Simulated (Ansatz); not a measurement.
Level of theory: DFT r2SCAN, scalar-relativistic, plane waves, PAW (Ansatz). Settings: cutoff 500 eV, Γ-centred meshes no coarser than 0.19 Å⁻¹ for metals and 0.3 Å⁻¹ for insulators (2π included), Gaussian smearing.

All energies are static (0 K, no zero-point motion). The comparison covers the computed candidates alone. For metals, differences of a few meV/atom aren't resolved. No run is spin-polarised.

Task: Order these relaxed structures of Ti2O by energy, lowest first, with the energy over the lowest of them.
A. Space group P-3m1 (No. 164), trigonal, a = 2.951 Å, c = 4.814 Å. Around Ti lie 3 O at 2.14 Å; around O lie 6 Ti at 2.14 Å.
B. Space group P2/m (No. 10), monoclinic, a = 4.693 Å, b = 2.929 Å, c = 8.153 Å, β = 92.0°. Ti on Wyckoff site n (2 atoms of the primitive cell) is coordinated by 4 O at 2.04–2.05 Å; Ti on Wyckoff site n (2 atoms of the primitive cell) is coordinated by 2 O at 2.02 Å; Ti on Wyckoff site m (2 atoms of the primitive cell) has 1 O at 2.07 Å and 1 O at 2.29 Å (next O at 2.63 Å); O on Wyckoff site m (2 atoms of the primitive cell) has 5 Ti at 2.02–2.07 Å.

Result: A (0 meV/atom), B (58 meV/atom).